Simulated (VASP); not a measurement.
## InAs (rocksalt): gaps by functional in VASP

```cif
data_structure
_symmetry_space_group_name_H-M 'P 1'
_symmetry_Int_Tables_number 1
_cell_length_a 4.0184
_cell_length_b 4.0184
_cell_length_c 4.0184
_cell_angle_alpha 60.000
_cell_angle_beta 60.000
_cell_angle_gamma 60.000
_cell_volume 45.88
loop_
_atom_site_label
_atom_site_type_symbol
_atom_site_fract_x
_atom_site_fract_y
_atom_site_fract_z
_atom_site_occupancy
In1 In 0.00000 0.00000 0.00000 1
As1 As 0.50000 0.50000 0.50000 1
```

All runs share this cell. Band v is the last that the valence electrons fill when counted band by band, and c is the next. A negative gap between them is a band overlap, as in a metal.

```json
{"level": "PBE", "gap (eV)": "-2.73", "least direct gap (eV)": "0.00", "pressure (GPa)": "2.5"}
{"level": "r²SCAN", "gap (eV)": "-2.82", "least direct gap (eV)": "0.00", "pressure (GPa)": "0.1"}
{"level": "LDA", "gap (eV)": "-2.75", "least direct gap (eV)": "0.00", "pressure (GPa)": "-2.8"}
{"level": "PBEsol", "gap (eV)": "-2.75", "least direct gap (eV)": "0.00", "pressure (GPa)": "-0.9"}
{"level": "PBE with spin–orbit coupling", "gap (eV)": "-2.61", "least direct gap (eV)": "0.00", "pressure (GPa)": "–"}
```
